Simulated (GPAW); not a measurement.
Runs of GPAW 26.7.0 on Se. It takes space group P3_121 (No. 152, trigonal). The conventional cell has a = 4.366 Å, b = 4.366 Å, c = 4.954 Å, α = 90.00°, β = 90.00°, γ = 120.00°. Around Se (site symmetry 2) lie 2 Se at 2.37 Å. 

```tsv
task	level	potentials or basis	spin	cell	k mesh	band path	band points	spin axis theta (degrees)	spin axis phi (degrees)	soc after scf	gap on the mesh (eV)	pressure (GPa)	relaxed volume (Å³/atom)	largest force (eV/Å)
band structure	PBE	GPAW PAW data sets (gpaw-data 1.2.1), pw	SOC, no magnetisation	as given	5 × 5 × 5	GMKGALHA,LM,KH	60	54.7	45	second variation	1.17	2.8	-	0.42
relaxation of cell and atoms	PBE	GPAW PAW data sets (gpaw-data 1.2.1), pw	off	relaxed	7 × 7 × 6	-	-	-	-	-	(b)	0.0	29.65	-
relaxation of cell and atoms	LDA	the program's PAW data sets (release 1.2.1) made for this functional, pw	off	relaxed	7 × 7 × 6	-	-	-	-	-	0.81	0.0	(a)	-
band structure	PBE	GPAW PAW data sets (gpaw-data 1.2.1), pw	off	as given	7 × 7 × 6	GMKGALHA,LM,KH	60	-	-	-	1.21	2.8	-	0.42
band structure	PBEsol	PAW data sets generated in the run's folder for this functional, pw	off	as given	7 × 7 × 6	GMKGALHA,LM,KH	80	-	-	-	1.14	(c)	-	0.31
```

Alike in all rows: cutoff (eV) 600; smearing fermi-dirac 0.05 eV.

Problem. Estimate the missing entries.

Solution. (a) 22.94; (b) 1.18; (c) 0.2.

Caveats: the mesh misses the band edges, which the band path finds closer together (some runs); later steps reuse the first step's grids (some runs); an odd mesh through Γ misses points on the zone boundary, where band edges often lie (some runs); spin-orbit coupling was added after a scalar SCF, so levels and gaps hold it while energy, forces, pressure and moments don't (some runs); this program's spin-orbit splittings come out too wide for heavy elements (some runs); the volume moved by over 15 % at a fixed basis, so the end points are rough (some runs); the volume moved by -16 % from the deposited cell, more than functionals usually miss (some runs).

A k mesh can miss the band edges, and rows without SOC leave out spin-orbit coupling on Se.
